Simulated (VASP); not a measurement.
# Be (Fm-3m) in VASP: notebook

Runs on Be. Level: PBEsol. Tasks: relaxation of cell and atoms.

All numbers are computed with VASP 6.6.1; they aren't measurements. Logs are shortened: lines on timing, memory, paths and dates and some standing lists are left out, and cuts for length are marked.

## (1) The structure

Symmetry: Fm-3m, No. 225, cubic system. Conventional cell: a = 3.158 Å, b = 3.158 Å, c = 3.158 Å, α = 90.00°, β = 90.00°, γ = 90.00°. Be (site symmetry m-3m) is surrounded by 12 Be at 2.23 Å.

The cell was built by a generator and needn't be a form met in nature.

## (2) Relaxation of cell and atoms, PBEsol, target pressure 10 GPa, at which the enthalpy is minimised

INCAR reads:

```
SYSTEM = Be
PREC     = Accurate       ! precision mode
ENCUT    = 600            ! plane-wave cutoff, eV
EDIFF    = 1E-6           ! SCF threshold, eV
ISMEAR   = -1             ! smearing method
SIGMA    = 0.05           ! smearing width, eV
LREAL    = .FALSE.        ! projectors in reciprocal space
LASPH    = .TRUE.         ! aspherical terms in the spheres
NELM     = 60             ! most SCF steps
ALGO     = Normal         ! electronic algorithm
ISIF     = 3              ! what is computed and relaxed
LWAVE    = .FALSE.        ! write WAVECAR
LCHARG   = .FALSE.        ! write CHGCAR
GGA      = PS             ! functional
IBRION   = 2              ! ionic algorithm
NSW      = 60             ! ionic steps
EDIFFG   = -0.01          ! ionic threshold
PSTRESS  = 100
```

KPOINTS reads:

```
Automatic mesh
0
G
  14 14 14
  0 0 0
```

POSCAR reads:

```
Be
1.0
    0.0000000000      1.5790500000      1.5790500000
    1.5790500000      0.0000000000      1.5790500000
    1.5790500000      1.5790500000      0.0000000000
Be
1
Direct
    0.0000000000      0.0000000000      0.0000000000
```

Potentials or basis: VASP PAW PBE potentials, release 64 (Be).

Command:

```sh
> cat potpaw_PBE.64/Be/POTCAR > POTCAR
> mpirun -np 1 vasp_std > vasp.out
```

OUTCAR:

```text
SYSTEM = Be
   PREC = Accurate
   ENCUT = 600
   EDIFF = 1E-6
   ISMEAR = -1
   LREAL = .FALSE.
   LASPH = .TRUE.
   NELM = 60
   ISIF = 3
   GGA = PS
   IBRION = 2
   NSW = 60
   EDIFFG = -0.01
   PSTRESS = 100

 ion  position               nearest neighbor table
   1  0.000  0.000  0.000-

  LATTYP: Found a face centered cubic cell.
 ALAT       =     3.1581000000

  Lattice vectors:

 A1 = (   0.0000000000,   1.5790500000,   1.5790500000)
 A2 = (   1.5790500000,   0.0000000000,   1.5790500000)
 A3 = (   1.5790500000,   1.5790500000,   0.0000000000)

Analysis of symmetry for initial positions (statically):
=====================================================================
 Subroutine PRICEL returns:
 Original cell was already a primitive cell.

 Routine SETGRP: Setting up the symmetry group for a
 face centered cubic supercell.

 Subroutine GETGRP returns: Found 48 space group operations
 (whereof 48 operations were pure point group operations)
 out of a pool of 48 trial point group operations.

The static configuration has the point symmetry O_h .

Analysis of symmetry for dynamics (positions and initial velocities):
=====================================================================
 Subroutine PRICEL returns:
 Original cell was already a primitive cell.

 Routine SETGRP: Setting up the symmetry group for a
 face centered cubic supercell.

 Subroutine GETGRP returns: Found 48 space group operations
 (whereof 48 operations were pure point group operations)
 out of a pool of 48 trial point group operations.

The dynamic configuration has the point symmetry O_h .

 Subroutine INISYM returns: Found 48 space group operations
 (whereof 48 operations are pure point group operations),
 and found     1 'primitive' translations

----------------------------------------------------------------------------------------

                                     Primitive cell

  volume of cell :       7.8744

  direct lattice vectors                    reciprocal lattice vectors
     0.000000000  1.579050000  1.579050000    -0.316646085  0.316646085  0.316646085
     1.579050000  0.000000000  1.579050000     0.316646085 -0.316646085  0.316646085
     1.579050000  1.579050000  0.000000000     0.316646085  0.316646085 -0.316646085

  length of vectors
     2.233113926  2.233113926  2.233113926     0.548447107  0.548447107  0.548447107

  position of ions in fractional coordinates (direct lattice)
     0.000000000  0.000000000  0.000000000

  ion indices of the primitive-cell ions
   primitive index   ion index
                 1           1

----------------------------------------------------------------------------------------

 KPOINTS: Automatic mesh

Automatic generation of k-mesh.
 Grid dimensions read from file:
 generate k-points for:   14   14   14

 Generating k-lattice:

  Cartesian coordinates                     Fractional coordinates (reciprocal lattice)
    -0.022617577  0.022617577  0.022617577     0.071428571  0.000000000  0.000000000
     0.022617577 -0.022617577  0.022617577     0.000000000  0.071428571  0.000000000
     0.022617577  0.022617577 -0.022617577     0.000000000  0.000000000  0.071428571

  Length of vectors
     0.039174793  0.039174793  0.039174793

  Shift w.r.t. Gamma in fractional coordinates (k-lattice)
     0.000000000  0.000000000  0.000000000

 Subroutine IBZKPT returns following result:
 ===========================================

 Found    104 irreducible k-points:

[... 45 lines left out ...]
   EDIFF  = 0.1E-05   stopping-criterion for ELM
   LREAL  =      F    real-space projection
   EDIFFG = -.1E-01   stopping-criterion for IOM
   NSW    =     60    number of steps for IOM
   IBRION =      2    ionic relax: 0-MD 1-quasi-New 2-CG
   NFREE  =      1    steps in history (QN), initial steepest desc. (CG)
   ISIF   =      3    stress and relaxation
   ISYM   =      2    0-nonsym 1-usesym 2-fastsym
   POTIM  = 0.5000    time-step for ionic-motion
   TEBEG  =    0.0;   TEEND  =   0.0 temperature during run
   PSTRESS=  100.0 pullay stress
   NELECT =       2.0000    total number of electrons
   NUPDOWN=      -1.0000    fix difference up-down
   EMIN   =  10.00;   EMAX   =-10.00  energy-range for DOS
   EFERMI =   0.00;   METHOD = LEGACY
   ISMEAR =    -1;   SIGMA  =   0.05  broadening in eV -4-tet -1-fermi 0-gaus
   EFERMI_NEDOS =   21; number of points for ismear=-14 and -15
   IALGO  =     38    algorithm
   IMIX   =      4    mixing-type and parameters
     AMIX     =   0.40;   BMIX     =  1.00
     AMIX_MAG =   1.60;   BMIX_MAG =  1.00
  volume/ion in A,a.u.               =       7.87        53.14
  Fermi-wavevector in a.u.,A,eV,Ry     =   1.036762  1.959196 14.624560  1.074875
  Thomas-Fermi vector in A             =   2.171168
   LORBIT       =      0    0 simple, 1 ext, 2 COOP (PROOUT), +10 PAW based schemes
   GGA     = PS    functional components
   LHFCALC =     F    Hartree Fock is set to
   AEXX    =    0.0000 exact exchange contribution
   IVDW    =     0    specifies the selected vdW correction
   LEPSILON=     F    determine dielectric tensor
   LRPA    =     F    only Hartree local field effects (RPA)
 conjugate gradient relaxation of ions
 non-spin polarized calculation
  energy-cutoff  :      600.00
  volume of cell :        7.87
 maximum number of plane-waves:       279
 NGX is ok and might be reduce to    18
   NGX =  9   NGY =  9   NGZ =  9

--------------------------------------- Ionic step        1  -------------------------------------------

 number of electron       2.0000000 magnetization

 Free energy of the ion-electron system (eV)
  ---------------------------------------------------
  ext. energy  EPLUGINS =         0.00000000
  ---------------------------------------------------
  free energy    TOTEN  =        -3.91496802 eV

  energy without entropy =       -3.91402107  energy(sigma->0) =       -3.91449454

------------------------ aborting loop because EDIFF is reached ----------------------------------------

  FORCE on cell =-STRESS in cart. coord.  units (eV):
  Direction    XX          YY          ZZ          XY          YZ          ZX
  --------------------------------------------------------------------------------------
  -------------------------------------------------------------------------------------
  Total       -0.0476018     -0.0476018     -0.0476018     -0.0000000      0.0000000     -0.0000000
  in kB       -9.6853741     -9.6853741     -9.6853741     -0.0000000      0.0000000     -0.0000000
  external PRESSURE =    -109.6853741 kB  Pullay stress =     100.0000000 kB

 VOLUME and BASIS-vectors are now :
 -----------------------------------------------------------------------------
  energy-cutoff  :      600.00
  volume of cell :        7.87
      direct lattice vectors                 reciprocal lattice vectors
     0.000000000  1.579050000  1.579050000    -0.316646085  0.316646085  0.316646085
     1.579050000  0.000000000  1.579050000     0.316646085 -0.316646085  0.316646085
     1.579050000  1.579050000  0.000000000     0.316646085  0.316646085 -0.316646085

 POSITION                                       TOTAL-FORCE (eV/Angst)
 -----------------------------------------------------------------------------------
      0.00000      0.00000      0.00000         0.000000      0.000000      0.000000
 -----------------------------------------------------------------------------------
    total drift:                                0.000000     -0.000000     -0.000000

  FREE ENERGIE OF THE ION-ELECTRON SYSTEM (eV)
  ---------------------------------------------------
  free  energy   TOTEN  =        -3.9149680200 eV

  energy  without entropy=       -3.9140210665  energy(sigma->0) =       -3.91449454

  enthalpy is  TOTEN    =        -3.4234866511 eV   P V=        0.4914813689

--------------------------------------- Ionic step        2  -------------------------------------------

 number of electron       2.0000000 magnetization

 Free energy of the ion-electron system (eV)
  ---------------------------------------------------
  ext. energy  EPLUGINS =         0.00000000
  ---------------------------------------------------
  free energy    TOTEN  =        -3.89950050 eV

  energy without entropy =       -3.89878668  energy(sigma->0) =       -3.89914359

 E-fermi :   8.1550     XC(G=0): -10.8877

 val. band max:        8.0391580441   @ k =  -0.2857   0.4286   0.2143
 cond. band min:       8.2025555425   @ k =  -0.2857   0.5000   0.2143
 fundamental gap:      0.1633974984
 Fermi energy:         8.1549854355

 k-point     1 :       0.0000    0.0000    0.0000
  band No.  band energies     occupation
      1      -4.0904      2.00000
      2      28.9451      0.00000
      3      28.9451      0.00000
      4      28.9451      0.00000
      5      38.8502      0.00000
[... 177 lines left out ...]
 k-point    24 :       0.2857    0.1429    0.0000
  band No.  band energies     occupation
      1      -1.5345      2.00000
      2      18.9467      0.00000
      3      23.4151      0.00000
      4      27.3827      0.00000
      5      31.9674      0.00000

 [... further k-points ...]

------------------------ aborting loop because EDIFF is reached ----------------------------------------

  FORCE on cell =-STRESS in cart. coord.  units (eV):
  Direction    XX          YY          ZZ          XY          YZ          ZX
  --------------------------------------------------------------------------------------
  -------------------------------------------------------------------------------------
  Total        0.4490261      0.4490261      0.4490261      0.0000000      0.0000000      0.0000000
  in kB       98.8773405     98.8773405     98.8773405      0.0000000      0.0000000      0.0000000
  external PRESSURE =      -1.1226595 kB  Pullay stress =     100.0000000 kB

 VOLUME and BASIS-vectors are now :
 -----------------------------------------------------------------------------
  energy-cutoff  :      600.00
  volume of cell :        7.28
      direct lattice vectors                 reciprocal lattice vectors
    -0.000000000  1.537983957  1.537983957    -0.325100920  0.325100920  0.325100920
     1.537983957  0.000000000  1.537983957     0.325100920 -0.325100920  0.325100920
     1.537983957  1.537983957 -0.000000000     0.325100920  0.325100920 -0.325100920

 POSITION                                       TOTAL-FORCE (eV/Angst)
 -----------------------------------------------------------------------------------
     -0.00000      1.53798      1.53798         0.000000      0.000000     -0.000000
 -----------------------------------------------------------------------------------
    total drift:                               -0.000000     -0.000000     -0.000000

  FREE ENERGIE OF THE ION-ELECTRON SYSTEM (eV)
  ---------------------------------------------------
  free  energy   TOTEN  =        -3.8995004964 eV

  energy  without entropy=       -3.8987866807  energy(sigma->0) =       -3.89914359

  enthalpy is  TOTEN    =        -3.4453761045 eV   P V=        0.4541243919

 reached required accuracy - stopping structural energy minimisation
```

Wall time 2.5 s (1 thread of Intel Xeon 6975P-C (Granite Rapids), shared host); peak memory 0.12 GiB.

What came out:

| Property | Result |
| --- | --- |
| Free energy | -3.8995 eV |
| Relaxed volume | 7.28 Å³/atom |
| Relaxed cell | a = 2.175 Å, b = 2.175 Å, c = 2.175 Å, α = 60.00°, β = 60.00°, γ = 60.00° |
| Space group after relaxing (to 0.05 Å) | Fm-3m (No. 225) |
| Energy change on relaxing (the enthalpy is what falls) | +15.5 meV/atom |
| Ionic steps | 2 |
| Pressure after relaxing | 9.9 GPa |
| Band gap on the k mesh | none (metal or under the smearing width) |

The path:
| step | energy change (eV) | largest force (eV/Å) | pressure (GPa) | volume (Å³) |
| --- | --- | --- | --- | --- |
| 1 | 0.0000 | 0.0000 | -0.97 | 7.87 |
| 2 | 0.0155 | 0.0000 | 9.89 | 7.28 |

Final structure:
```xyz
1
Lattice="0.0000 1.5380 1.5380 1.5380 0.0000 1.5380 1.5380 1.5380 0.0000" Properties=species:S:1:pos:R:3 pbc="T T T"
Be    0.0000    1.5380    1.5380
```

Caveat: the cell is relaxed towards a set pressure, so the enthalpy falls and the energy may rise; the PAW data sets were made with another functional, which shifts forces and pressure a little.

## (3) Relaxation of cell and atoms, PBEsol, target pressure 20 GPa, at which the enthalpy is minimised

Changes to INCAR since step 2:

```diff
@@ -17,2 +17,2 @@
 EDIFFG   = -0.01          ! ionic threshold
-PSTRESS  = 100
+PSTRESS  = 200
```

KPOINTS is that of step 2.

POSCAR is that of step 2.

Potentials or basis: VASP PAW PBE potentials, release 64 (Be).

Command:

```sh
> cat potpaw_PBE.64/Be/POTCAR > POTCAR
> mpirun -np 1 vasp_std > vasp.out
```

Wall time 3.5 s (1 thread of Intel Xeon 6975P-C (Granite Rapids), shared host); peak memory 0.11 GiB.

It converged, with:

```
Free energy                                            : -3.8607 eV
Relaxed volume                                         : 6.86 Å³/atom
Relaxed cell                                           : a = 2.132 Å, b = 2.132 Å, c = 2.132 Å, α = 60.00°, β = 60.00°, γ = 60.00°
Space group after relaxing (to 0.05 Å)                 : Fm-3m (No. 225)
Energy change on relaxing (the enthalpy is what falls) : +54.3 meV/atom
Ionic steps                                            : 3
Pressure after relaxing                                : 20.1 GPa
Band gap on the k mesh                                 : none (metal or under the smearing width)
```

The path:
```
step  energy change (eV)  largest force (eV/Å)  pressure (GPa)  volume (Å³)
   1              0.0000                0.0000           -0.97         7.87
   2              0.0674                0.0000           22.84         6.76
   3              0.0543                0.0000           20.09         6.86
```

Final structure:
```xyz
1
Lattice="0.0000 1.5078 1.5078 1.5078 0.0000 1.5078 1.5078 1.5078 0.0000" Properties=species:S:1:pos:R:3 pbc="T T T"
Be    0.0000    0.0000    0.0000
```

Levels at points of the mesh, in eV from the Fermi level:
```csv
k point,band 1,band 2,band 3,band 4
"(0.00, 0.00, 0.00)",-12.57,21.82,21.82,21.82
"(0.50, 0.00, 0.00)",-5.81,0.58,18.51,18.51
"(0.50, 0.50, 0.00)",-2.89,4.52,10.66,10.66
```

Caveat: the cell is relaxed towards a set pressure, so the enthalpy falls and the energy may rise; the PAW data sets were made with another functional, which shifts forces and pressure a little.

## (4) For comparison

An earlier run on the cell as given: functional PBE; potentials or basis VASP PAW PBE potentials, release 64 (Be); cutoff 520 eV; k mesh 14 × 14 × 14; occupations fermi-dirac, width 0.05 eV; no spin polarisation.

- Pressure: 0.0 GPa
- Band gap on the k mesh: none (metal or under the smearing width)

## (5) Overview

| task | level | cell | cutoff (eV) | target pressure | gap on the mesh (eV) | pressure (GPa) |
| --- | --- | --- | --- | --- | --- | --- |
| relaxation of cell and atoms | PBEsol | relaxed to 10 GPa | 600 | 10 GPa | none | 9.9 |
| relaxation of cell and atoms | PBEsol | relaxed to 20 GPa | 600 | 20 GPa | none | 20.1 |
| single point | PBE | as given | 520 | - | none | 0.0 |

Alike in all rows: potentials or basis VASP PAW PBE potentials, release 64 (Be); no spin polarisation; k mesh 14 × 14 × 14; smearing fermi-dirac 0.05 eV.

Caveats: the cell is relaxed towards a set pressure, so the enthalpy falls and the energy may rise (some runs); the PAW data sets were made with another functional, which shifts forces and pressure a little (some runs).

Absolute energies hang on the potentials; compare differences alone.
